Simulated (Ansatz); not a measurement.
# Rhodium, fcc under LDA: how the Fermi-Dirac smearing moves the result

A convergence test of the Fermi-Dirac smearing width. The geometry was relaxed under LDA beforehand and stays fixed; 6 values are run, from 0.01 to 1.0 eV. Wanted are the values from which on the energy stays within 10 and 1 meV/atom, and the pressure within 0.5 GPa, of the narrowest run. Within the series other settings stay, but some runs also write fields, which adds to their time. Spin polarisation is left out.

Program: Ansatz 0.2.0. Level of theory: DFT LDA, plane waves with PAW, scalar-relativistic. These are calculated values, not measurements.

### Step 1. The starting structure

Symmetry: Fm-3m, No. 225, cubic system. The conventional cell has a = 3.755 Å, b = 3.755 Å, c = 3.755 Å, α = 90.00°, β = 90.00°, γ = 90.00°. Around Rh (site symmetry m-3m) lie 12 Rh at 2.66 Å.

Structure file:

```
CELL_PARAMETERS angstrom
0.00000 1.87762 1.87762
1.87762 0.00000 1.87762
1.87762 1.87762 0.00000
ATOMIC_POSITIONS crystal
Rh 0.00000 0.00000 0.00000
```

### Step 2. With a width of 0.01 eV

The run at 0.01 eV.

input.yaml

```yaml
crystal:
  lattice:
    - [0.0, 1.8776226225, 1.8776226225]
    - [1.8776226225, 0.0, 1.8776226225]
    - [1.8776226225, 1.8776226225, 0.0]
  atoms:
    - { symbol: Rh, position: [0.0, 0.0, 0.0] }
hamiltonian:
  xc: lda
  pseudopotentials:
    kind: paw
    azcp:
      Rh: "pseudopotentials/Rh.paw.azcp"
basis:
  ecutwfc: 420
  fft_grid_basis: typed
kpoints:
  mp_grid: { grid: [14, 14, 14], shift: [0, 0, 0] }
magnetization:
  spin_polarized: false
scf:
  occupations: { method: fermi_dirac, width: 0.01 }
  lower_state_search: "off"
output:
  stress: true
```

Command:

```console
$ ansatz run input.yaml --threads 2 --pin off --max-ram 5120MiB --backend cpu --events-out ev --progress --plain --runs-dir out
```

The program printed (excerpt; [...] marks lines left out):

```text
Warning: <dir> the record states the generating functional pbe (its physics header spells it `PBE`), which answers neither for hamiltonian.xc's functional nor for the lda family's — results may be inconsistent (PPs are generated against a specific XC)
Warning: RAYON_NUM_THREADS=2 ignored (pool sized by the plan → 2); use --threads N
[...]
Pseudopotentials: kind: paw
Pseudopotential: Rh, paw, valence charge 17, recommended cutoff 420 eV (normal), <dir>
Functional definition: SPW92
[...]
Crystal: 1 atoms, lattice volume = 13.239 Å³
Basis set: ecut = 420 eV, 259 PW (Γ)
Bands: 13, of which v1, the nominal top of the filled ones, is band 9 counted from 1 (8 counted from 0)
Symmetry: 48 space group operations
Space group: Fm-3m (ITA 225), of the structure as read, at distance tolerance 2.4e-5 Å
k-points: 104 of 2744
[...]
SCF iter   1: F=—  HF=-6278.650220 eV  |F-HF|=—  |Δ(HF+E_count)|=         —  Δρ=1.03e-2  dr2=7.00e-3  ethr=1.77e-3  ⟨swp⟩=5.3  Hψ=7628  notcnv=0
[...]
SCF iter   6: F=-6278.648187 eV  HF=-6278.648187 eV  |F-HF|=9.82e-11  |Δ(HF+E_count)|=   2.13e-9  Δρ=2.92e-6  dr2=2.55e-10  ethr=1.43e-10  ⟨swp⟩=2.2  Hψ=4276  notcnv=0
[...]
SCF converged after 6 iterations
Free energy (F): -6278.648187 eV
[...]
E sigma→0 (E₀):  -6278.647929 eV
Entropy (-TS):   -0.000515 eV (-0.515 meV/atom)
Fermi energy:    23.129965 eV
[...]
--- Stress (GPa, compression-positive) ---
       -0.420848       0.000000      -0.000000
        0.000000      -0.420848       0.000000
        0.000000       0.000000      -0.420848
  P = ⅓ Tr σ = -0.4208 GPa (-4.208 kbar)
```

Run time: 0.78 s. Hardware: 2 threads of Intel Xeon Platinum 8259CL at 2.50GHz (Skylake/Cascade Lake), shared host; peak memory 0.32 GiB.

### Step 3. With a width of 0.03 eV

The run at 0.03 eV.

Changes to input.yaml since step 2:

```diff
@@ -21,3 +21,3 @@
 scf:
-  occupations: { method: fermi_dirac, width: 0.01 }
+  occupations: { method: fermi_dirac, width: 0.03 }
   lower_state_search: "off"
```

Command:

```console
$ ansatz run input.yaml --threads 2 --pin off --max-ram 5120MiB --backend cpu --events-out ev --progress --plain --runs-dir out
```

The program printed (excerpt; [...] marks lines left out):

```text
Warning: <dir> the record states the generating functional pbe (its physics header spells it `PBE`), which answers neither for hamiltonian.xc's functional nor for the lda family's — results may be inconsistent (PPs are generated against a specific XC)
Warning: RAYON_NUM_THREADS=2 ignored (pool sized by the plan → 2); use --threads N
[...]
[... 3 set-up lines as earlier in the session ...]
[...]
Crystal: 1 atoms, lattice volume = 13.239 Å³
Basis set: ecut = 420 eV, 259 PW (Γ)
Bands: 13, of which v1, the nominal top of the filled ones, is band 9 counted from 1 (8 counted from 0)
[... 2 set-up lines as earlier in the session ...]
k-points: 104 of 2744
[...]
SCF iter   1: F=—  HF=-6278.652244 eV  |F-HF|=—  |Δ(HF+E_count)|=         —  Δρ=1.04e-2  dr2=7.20e-3  ethr=1.77e-3  ⟨swp⟩=5.2  Hψ=7512  notcnv=0
[...]
SCF iter   6: F=-6278.650119 eV  HF=-6278.650119 eV  |F-HF|=3.05e-10  |Δ(HF+E_count)|=   9.27e-9  Δρ=2.94e-6  dr2=5.37e-10  ethr=2.53e-10  ⟨swp⟩=2.2  Hψ=4280  notcnv=0
[...]
SCF converged after 6 iterations
Free energy (F): -6278.650119 eV
[...]
E sigma→0 (E₀):  -6278.648114 eV
Entropy (-TS):   -0.004010 eV (-4.010 meV/atom)
Fermi energy:    23.141168 eV
[...]
--- Stress (GPa, compression-positive) ---
       -0.389698      -0.000000      -0.000000
       -0.000000      -0.389698      -0.000000
       -0.000000      -0.000000      -0.389698
  P = ⅓ Tr σ = -0.3897 GPa (-3.897 kbar)
```

Wall time 0.8 s (2 threads of Intel Xeon Platinum 8259CL at 2.50GHz (Skylake/Cascade Lake), shared host); peak memory 0.33 GiB.

### Step 4. With a width of 0.2 eV

The run at 0.2 eV.

Changes to input.yaml since step 3:

```diff
@@ -21,3 +21,3 @@
 scf:
-  occupations: { method: fermi_dirac, width: 0.03 }
+  occupations: { method: fermi_dirac, width: 0.2 }
   lower_state_search: "off"
```

Command:

```console
$ ansatz run input.yaml --threads 2 --pin off --max-ram 5120MiB --backend cpu --events-out ev --progress --plain --runs-dir out
```

The program printed (excerpt; [...] marks lines left out):

```text
Warning: <dir> the record states the generating functional pbe (its physics header spells it `PBE`), which answers neither for hamiltonian.xc's functional nor for the lda family's — results may be inconsistent (PPs are generated against a specific XC)
Warning: RAYON_NUM_THREADS=2 ignored (pool sized by the plan → 2); use --threads N
[...]
[... 3 set-up lines as earlier in the session ...]
[...]
Crystal: 1 atoms, lattice volume = 13.239 Å³
Basis set: ecut = 420 eV, 259 PW (Γ)
Bands: 13, of which v1, the nominal top of the filled ones, is band 9 counted from 1 (8 counted from 0)
[... 2 set-up lines as earlier in the session ...]
k-points: 104 of 2744
[...]
SCF iter   1: F=—  HF=-6278.732787 eV  |F-HF|=—  |Δ(HF+E_count)|=         —  Δρ=1.06e-2  dr2=6.51e-3  ethr=1.77e-3  ⟨swp⟩=4.6  Hψ=7137  notcnv=0
[...]
SCF iter   6: F=-6278.730882 eV  HF=-6278.730882 eV  |F-HF|=1.82e-12  |Δ(HF+E_count)|=   3.36e-9  Δρ=2.34e-6  dr2=1.61e-10  ethr=1.60e-10  ⟨swp⟩=2.2  Hψ=4546  notcnv=0
[...]
SCF converged after 6 iterations
Free energy (F): -6278.730882 eV
[...]
E sigma→0 (E₀):  -6278.645451 eV
Entropy (-TS):   -0.170862 eV (-170.862 meV/atom)
Fermi energy:    23.162501 eV
[...]
--- Stress (GPa, compression-positive) ---
        1.380155      -0.000000      -0.000000
       -0.000000       1.380155       0.000000
       -0.000000      -0.000000       1.380155
  P = ⅓ Tr σ = 1.3802 GPa (13.802 kbar)
```

Run time: 0.75 s. Hardware: 2 threads of Intel Xeon Platinum 8259CL at 2.50GHz (Skylake/Cascade Lake), shared host; peak memory 0.32 GiB.

### Step 5. With a width of 0.3 eV

The run at 0.3 eV.

Changes to input.yaml since step 4:

```diff
@@ -21,3 +21,3 @@
 scf:
-  occupations: { method: fermi_dirac, width: 0.2 }
+  occupations: { method: fermi_dirac, width: 0.3 }
   lower_state_search: "off"
@@ -25 +25,5 @@
   stress: true
+  write_density: true
+  write_potential: true
+  elf: true
+  volumetric_format: npy
```

Command:

```console
$ ansatz run input.yaml --threads 2 --pin off --max-ram 5120MiB --backend cpu --events-out ev --progress --plain --runs-dir out
```

The program printed (excerpt; [...] marks lines left out):

```text
Warning: <dir> the record states the generating functional pbe (its physics header spells it `PBE`), which answers neither for hamiltonian.xc's functional nor for the lda family's — results may be inconsistent (PPs are generated against a specific XC)
Warning: RAYON_NUM_THREADS=2 ignored (pool sized by the plan → 2); use --threads N
[...]
[... 3 set-up lines as earlier in the session ...]
[...]
Crystal: 1 atoms, lattice volume = 13.239 Å³
Basis set: ecut = 420 eV, 259 PW (Γ)
Bands: 13, of which v1, the nominal top of the filled ones, is band 9 counted from 1 (8 counted from 0)
[... 2 set-up lines as earlier in the session ...]
k-points: 104 of 2744
[...]
SCF iter   1: F=—  HF=-6278.838188 eV  |F-HF|=—  |Δ(HF+E_count)|=         —  Δρ=1.18e-2  dr2=5.75e-3  ethr=1.77e-3  ⟨swp⟩=4.2  Hψ=6840  notcnv=0
[...]
SCF iter   6: F=-6278.836538 eV  HF=-6278.836538 eV  |F-HF|=1.88e-9  |Δ(HF+E_count)|=   1.08e-7  Δρ=1.50e-5  dr2=5.88e-9  ethr=5.88e-10  ⟨swp⟩=8.5  Hψ=8530  notcnv=0
[...]
SCF converged after 6 iterations
Free energy (F): -6278.836538 eV
[...]
E sigma→0 (E₀):  -6278.649081 eV
Entropy (-TS):   -0.374913 eV (-374.913 meV/atom)
Fermi energy:    23.156760 eV
[...]
--- Stress (GPa, compression-positive) ---
        3.383762       0.000000       0.000000
       -0.000000       3.383762      -0.000000
        0.000000      -0.000000       3.383762
  P = ⅓ Tr σ = 3.3838 GPa (33.838 kbar)
--- Band table (eV; the first three rows and the last of 104) ---
  k-point 0: bands = ["-55.6387", "-23.1169", "-23.1169", "-23.1169", "14.8385", "19.9032", "19.9032", "19.9032", "22.1491", "22.1491", "38.9179", "44.3909", "44.3909"]
[...]
```

Wall time 1 s (2 threads of Intel Xeon Platinum 8259CL at 2.50GHz (Skylake/Cascade Lake), shared host); peak memory 0.33 GiB.

### Step 6. With a width of 0.6 eV

The run at 0.6 eV.

Changes to input.yaml since step 5:

```diff
@@ -21,3 +21,3 @@
 scf:
-  occupations: { method: fermi_dirac, width: 0.3 }
+  occupations: { method: fermi_dirac, width: 0.6 }
   lower_state_search: "off"
@@ -25,5 +25 @@
   stress: true
-  write_density: true
-  write_potential: true
-  elf: true
-  volumetric_format: npy
```

Command:

```console
$ ansatz run input.yaml --threads 2 --pin off --max-ram 5120MiB --backend cpu --events-out ev --progress --plain --runs-dir out
```

The program printed (excerpt; [...] marks lines left out):

```text
Warning: <dir> the record states the generating functional pbe (its physics header spells it `PBE`), which answers neither for hamiltonian.xc's functional nor for the lda family's — results may be inconsistent (PPs are generated against a specific XC)
Warning: RAYON_NUM_THREADS=2 ignored (pool sized by the plan → 2); use --threads N
band count auto-derived: 14 (N_el = 17.0; filled up to band 9; 13 by the electrons, moments and atoms)
[...]
[... 3 set-up lines as earlier in the session ...]
[...]
Crystal: 1 atoms, lattice volume = 13.239 Å³
Basis set: ecut = 420 eV, 259 PW (Γ)
Bands: 14, of which v1, the nominal top of the filled ones, is band 9 counted from 1 (8 counted from 0)
[... 2 set-up lines as earlier in the session ...]
k-points: 104 of 2744
[...]
SCF iter   1: F=—  HF=-6279.362851 eV  |F-HF|=—  |Δ(HF+E_count)|=         —  Δρ=1.83e-2  dr2=6.70e-3  ethr=1.77e-3  ⟨swp⟩=4.4  Hψ=7219  notcnv=0
[...]
SCF iter   6: F=-6279.360826 eV  HF=-6279.360826 eV  |F-HF|=9.30e-10  |Δ(HF+E_count)|=   7.09e-9  Δρ=6.41e-6  dr2=1.71e-9  ethr=2.80e-10  ⟨swp⟩=2.1  Hψ=4499  notcnv=0
[...]
SCF converged after 6 iterations
Free energy (F): -6279.360826 eV
[...]
E sigma→0 (E₀):  -6278.700849 eV
Entropy (-TS):   -1.319953 eV (-1319.953 meV/atom)
Fermi energy:    23.240842 eV
[...]
--- Stress (GPa, compression-positive) ---
       11.586198       0.000000       0.000000
        0.000000      11.586198      -0.000000
        0.000000       0.000000      11.586198
  P = ⅓ Tr σ = 11.5862 GPa (115.862 kbar)
```

It took 0.78 s on 2 threads of Intel Xeon Platinum 8259CL at 2.50GHz (Skylake/Cascade Lake), shared host; peak memory 0.33 GiB.

### Step 7. With a width of 1.0 eV

The run at 1.0 eV.

Changes to input.yaml since step 6:

```diff
@@ -21,3 +21,3 @@
 scf:
-  occupations: { method: fermi_dirac, width: 0.6 }
+  occupations: { method: fermi_dirac, width: 1.0 }
   lower_state_search: "off"
```

Command:

```console
$ ansatz run input.yaml --threads 2 --pin off --max-ram 5120MiB --backend cpu --events-out ev --progress --plain --runs-dir out
```

The program printed (excerpt; [...] marks lines left out):

```text
Warning: <dir> the record states the generating functional pbe (its physics header spells it `PBE`), which answers neither for hamiltonian.xc's functional nor for the lda family's — results may be inconsistent (PPs are generated against a specific XC)
Warning: RAYON_NUM_THREADS=2 ignored (pool sized by the plan → 2); use --threads N
band count auto-derived: 15 (N_el = 17.0; filled up to band 9; 13 by the electrons, moments and atoms)
[...]
[... 3 set-up lines as earlier in the session ...]
[...]
Crystal: 1 atoms, lattice volume = 13.239 Å³
Basis set: ecut = 420 eV, 259 PW (Γ)
Bands: 15, of which v1, the nominal top of the filled ones, is band 9 counted from 1 (8 counted from 0)
[... 2 set-up lines as earlier in the session ...]
k-points: 104 of 2744
[...]
SCF iter   1: F=—  HF=-6280.448098 eV  |F-HF|=—  |Δ(HF+E_count)|=         —  Δρ=2.46e-2  dr2=1.34e-2  ethr=1.77e-3  ⟨swp⟩=4.5  Hψ=7328  notcnv=0
[...]
SCF iter   6: F=-6280.444000 eV  HF=-6280.444000 eV  |F-HF|=1.05e-9  |Δ(HF+E_count)|=   1.72e-9  Δρ=5.63e-6  dr2=1.83e-9  ethr=2.91e-10  ⟨swp⟩=2.6  Hψ=4967  notcnv=0
[...]
SCF converged after 6 iterations
Free energy (F): -6280.444000 eV
[...]
E sigma→0 (E₀):  -6278.856215 eV
Entropy (-TS):   -3.175571 eV (-3175.571 meV/atom)
Fermi energy:    23.504291 eV
[...]
--- Stress (GPa, compression-positive) ---
       25.599939      -0.000000       0.000000
       -0.000000      25.599939      -0.000000
        0.000000       0.000000      25.599939
  P = ⅓ Tr σ = 25.5999 GPa (255.999 kbar)
```

Wall time 0.81 s (2 threads of Intel Xeon Platinum 8259CL at 2.50GHz (Skylake/Cascade Lake), shared host); peak memory 0.3 GiB.

### Step 8. The series

Energies count from the run at 0.01 eV.

```csv
smearing (eV),F (meV/atom),E(σ → 0) (meV/atom),P (GPa),SCF cycles,CPU time
0.01,0.00,0.00,-0.42,6,1.3 s
0.03,-1.93,-0.18,-0.39,6,1.3 s
0.2,-82.70,2.48,1.38,6,1.2 s
0.3,-188.35,-1.15,3.38,6,1.7 s
0.6,-712.64,-52.92,11.59,6,1.3 s
1.0,-1795.81,-208.29,25.60,6,1.3 s
```

### Step 9. What came out

| quantity | value |
| --- | --- |
| E(σ → 0) stays within 10 meV/atom of 0.01 eV | up to 0.3 eV |
| E(σ → 0) stays within 1 meV/atom | up to 0.03 eV |
| pressure stays within 0.5 GPa | up to 0.03 eV |
| pressure at 0.01 eV | -0.42 GPa |
| energy of a separate run on a finer mesh (24×24×24) | -1.1 meV/atom from 0.01 eV |

**Reading.** At 1.0 eV the energy differs by -208.3 meV/atom and the pressure by +26.0 GPa. The free energy F moves by -1795.8 meV/atom over the range, and the estimate for σ → 0 by -208.3. With this scheme F falls about as the square of the width. The mesh (14×14×14) is fixed, so the narrowest widths carry a k-point error of their own. The yardstick itself is unsettled by 1.1 meV/atom against the finer mesh, so the thresholds above hold only within this series, and wider smearing, which averages over more states, can land nearer the fine-mesh value than the narrowest does. The cell taken over is 4 % smaller than the measured one (13.75 Å³/atom, COD).
